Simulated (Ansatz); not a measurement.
**Li₄Cl and its competing phases**

Level of theory: Ansatz, DFT PBE, scalar-relativistic, plane waves, PAW. Settings: cutoff 420 eV, Γ-centred meshes spaced at most about 0.3 Å⁻¹, and about 0.25 Å⁻¹ or finer for metals (2π included), Gaussian smearing. No spin polarisation.

The zero of energy is the elements' standard structures at the same level (Cl₂ as a molecule); no fitted shifts are applied.

These are static total energies at zero pressure.

The competitors are the elements and 1 reference phase of this chemical system (from databases or known types: LiCl), relaxed at the same level; other known phases may be missing.

The candidate was reached from: EuGa4 type (I4/mmm).

```cif
data_structure
_symmetry_space_group_name_H-M 'P 1'
_symmetry_Int_Tables_number 1
_cell_length_a 8.7414
_cell_length_b 8.7414
_cell_length_c 8.7414
_cell_angle_alpha 156.970
_cell_angle_beta 156.970
_cell_angle_gamma 32.797
_cell_volume 102.14
loop_
_atom_site_label
_atom_site_type_symbol
_atom_site_fract_x
_atom_site_fract_y
_atom_site_fract_z
_atom_site_occupancy
Li1 Li 0.75000 0.25000 0.50000 1
Li2 Li 0.25000 0.75000 0.50000 1
Li3 Li 0.41049 0.41049 0.00000 1
Li4 Li 0.58951 0.58951 0.00000 1
Cl1 Cl 0.00000 0.00000 0.00000 1
```

The lowest competing mixture at this composition:

```
phase       space group             source  share of atoms  ΔE_f (eV/atom)
   Li                 -            element          0.6000         -0.0036
 LiCl  P6_3mc (No. 186)  Materials Project          0.4000          -1.878
```

The lowest database cell of Li (-0.0036) lies slightly below the reference, hence the non-zero entry.

**Question.** What are the hull's energy here, the candidate's formation energy and its margin?

**Answer.** The hull lies at -0.753 eV/atom, the weighted sum of the last column. The candidate has -0.467 eV/atom, which is 0.29 eV/atom above it. The candidate matches no cell in the subsets of the Crystallography Open Database and the Materials Project at hand. The margin is far too high for a likely synthesis.
